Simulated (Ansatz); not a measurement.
The system is V.

```
V
1.0
    -1.51435    1.51435    1.51435
     1.51435   -1.51435    1.51435
     1.51435    1.51435   -1.51435
V
1
Direct
  0.00000 0.00000 0.00000
```

Program: Ansatz 0.2.0. Alike in all runs: task band structure; potentials or basis all-electron LAPW, scalar-relativistic; spin collinear, ferromagnetic start; cell as given; k mesh 12 × 12 × 12; smearing fermi-dirac 0.05 eV; basis error allowed 0.001 eV/atom.

Task: Order these runs on this cell by their pressure, lowest first.
A. level LDA; cutoff (eV) 257
B. level PBEsol; cutoff (eV) 257
C. level PBE; cutoff (eV) 258

Result: A (-17.8 GPa), B (-12.1 GPa), C (-5.4 GPa).

Caveats: the starting moments weren't kept.
